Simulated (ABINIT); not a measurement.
A run of ABINIT 10.8.3 (patched build) is set up as follows.

Contents of run.abi:

```
# Datasets: ground state, then fixed potential
ndtset 2

# Pseudopotentials
pp_dirpath "./"
pseudos "V.hgh"

# Structure
acell 3*1.0 Angstrom
rprim
    -1.5143500000     1.5143500000     1.5143500000
     1.5143500000    -1.5143500000     1.5143500000
     1.5143500000     1.5143500000    -1.5143500000
ntypat 1
znucl 23
natom 1
typat 1
xcart
     0.0000000000     0.0000000000     0.0000000000 Angstrom

# Plane-wave basis
ecut 26.0

# Exchange and correlation
ixc 7

# Bands and occupations
occopt 3
tsmear 0.05 eV

# Spin
nsppol 2
spinat
     0.0000000000     0.0000000000     2.0000000000

# SCF cycle
nstep 100

# Output
iomode 3
prtwf 0
prteig 0
prtebands 0
enunit 1
prtden1 1

# Dataset 1
kptopt1 1
ngkpt1 12 12 12
nshiftk1 1
shiftk1 0.0 0.0 0.0
nband1 7
tolvrs1 1.0e-10

# Dataset 2: bands along G-H-N-G-P-H
iscf2 -2
getden2 1
nband2 13
nbdbuf2 4
tolwfr2 1.0e-11
kptopt2 -5
ndivsm2 8
prteig2 1
prtvol2 -3
kptbounds2
     0.0000000000     0.0000000000     0.0000000000
     0.5000000000    -0.5000000000     0.5000000000
     0.0000000000     0.0000000000     0.5000000000
     0.0000000000     0.0000000000     0.0000000000
     0.2500000000     0.2500000000     0.2500000000
     0.5000000000    -0.5000000000     0.5000000000
```

Potentials or basis: HGH LDA.

Launch:

```bash
$ abinit run.abi > log 2>&1
```

(1) Estimate the site moments.

(2) Predict the net moment.

## Answers

(1) V +0.83 μB.

(2) 1.03 μB per cell.

Caveat: HGH potentials are hard and often keep d shells in the core, so these values are rough.
